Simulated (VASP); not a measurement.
A run of VASP 6.6.1 is set up as follows.

INCAR

```
SYSTEM = BeS
PREC = Accurate ; ENCUT = 600
EDIFF = 1E-7 ; ISMEAR = -1
SIGMA = 0.02 ; LREAL = .False.
LASPH = .True. ; NELM = 80
ALGO = Normal ; ISIF = 3
LWAVE = .False. ; LCHARG = .False.
GGA = PE ; IBRION = 2
NSW = 80 ; EDIFFG = -0.005
```

KPOINTS

```
Automatic mesh
0
Gamma
  8 8 8
  0 0 0
```

File POSCAR:

```
BeS
1.0
    0.0000000000      2.4250000000      2.4250000000
    2.4250000000      0.0000000000      2.4250000000
    2.4250000000      2.4250000000      0.0000000000
Be S
1 1
Direct
    0.0000000000      0.0000000000      0.0000000000
    0.2500000000      0.2500000000      0.2500000000
```

Potentials or basis: VASP PAW PBE potentials, release 64 (Be, S).

Run with:

```bash
$ cat potpaw_PBE.64/Be/POTCAR potpaw_PBE.64/S/POTCAR > POTCAR
$ mpirun -np 1 vasp_std > vasp.out
```

Problem. Predict the band gap on the k mesh.

Solution. 3.15 eV, indirect (least direct gap 5.68 eV).

Problem. Predict the relaxed volume.

Solution. 14.50 Å³/atom.

The path:
```csv
step,energy change (eV),largest force (eV/Å),pressure (GPa),volume (Å³)
1,0.0000,0.0000,1.58,28.52
2,-0.0022,0.0000,-0.35,29.11
3,-0.0023,0.0000,0.00,29.00
```

A k mesh can miss the band edges. PBE usually gives volumes a little too large and moduli too small.
